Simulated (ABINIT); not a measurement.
Runs of ABINIT 10.8.3 (patched build) on CuI (Marshite). It takes space group F-43m (No. 216, cubic). The conventional cell has a = 6.063 Å, b = 6.063 Å, c = 6.063 Å, α = 90.00°, β = 90.00°, γ = 90.00°. Around I (site symmetry -43m) lie 4 Cu at 2.63 Å. Cu (site symmetry -43m) has 4 I at 2.63 Å as nearest neighbours. 

```tsv
task	level	potentials or basis	k mesh	cutoff (eV)	fine-grid cutoff	gap on the mesh (eV)	pressure (GPa)
single point	PBEsol	PseudoDojo NC SR PBEsol v0.4.1 standard	8 × 8 × 8	1252	-	0.98	-2.4
single point	PBEsol	JTH PAW PBE v2.0	5 × 5 × 5	707	1306.15 eV	(a)	(c)
single point	LDA	JTH PAW LDA v2.0	10 × 10 × 10	544	1088.46 eV	0.93	-
band structure	PW91	JTH PAW PBE v2.0	8 × 8 × 8	707	1306.15 eV	1.10	0.7
band structure	HCTH407	JTH PAW PBE v2.0	8 × 8 × 8	707	1306.15 eV	1.61	(b)
```

Alike in all rows: no spin polarisation; cell as given; smearing fermi-dirac 0.05 eV.

Question: Fill in the values left out.

Answer: (a) 1.00; (b) 3.9; (c) -2.0.

Caveats: spin-orbit coupling is left out, which moves the levels of the heavy elements; the PAW data sets were made with another functional, which shifts forces and pressure a little (some runs); an odd mesh through Γ misses points on the zone boundary, where band edges often lie (some runs).

A k mesh can miss the band edges, and the runs leave out spin-orbit coupling on I.

Not every run made on this cell is shown here.
